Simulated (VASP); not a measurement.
SrCl2:

```
CELL_PARAMETERS angstrom
0.00000 3.48835 3.48835
3.48835 0.00000 3.48835
3.48835 3.48835 0.00000
ATOMIC_POSITIONS crystal
Sr 0.00000 0.00000 0.00000
Cl 0.75000 0.75000 0.75000
Cl 0.25000 0.25000 0.25000
```

Base run:

```yaml
Program: VASP 6.6.1
Functional: r2SCAN
Potentials_or_basis: VASP PAW PBE potentials, release 64 (Sr_sv, Cl)
Cutoff: 520 eV
k_mesh: 8 × 8 × 8
Occupations: gaussian, width 0.02 eV
Spin: no spin polarisation
```

Its results: band gap on the k mesh 5.97 eV, indirect (least direct gap 5.99 eV).

Question: The run is repeated on the same cell with these changes: functional from r2SCAN to PBE; further incar settings from ALGO = Normal; EDIFF = 1e-06 to ALGO = Fast; EDIFF = 1e-06. What comes out?

Answer: Band gap on the k mesh 5.34 eV, indirect (least direct gap 5.51 eV).

Not every run made on this cell is shown here.
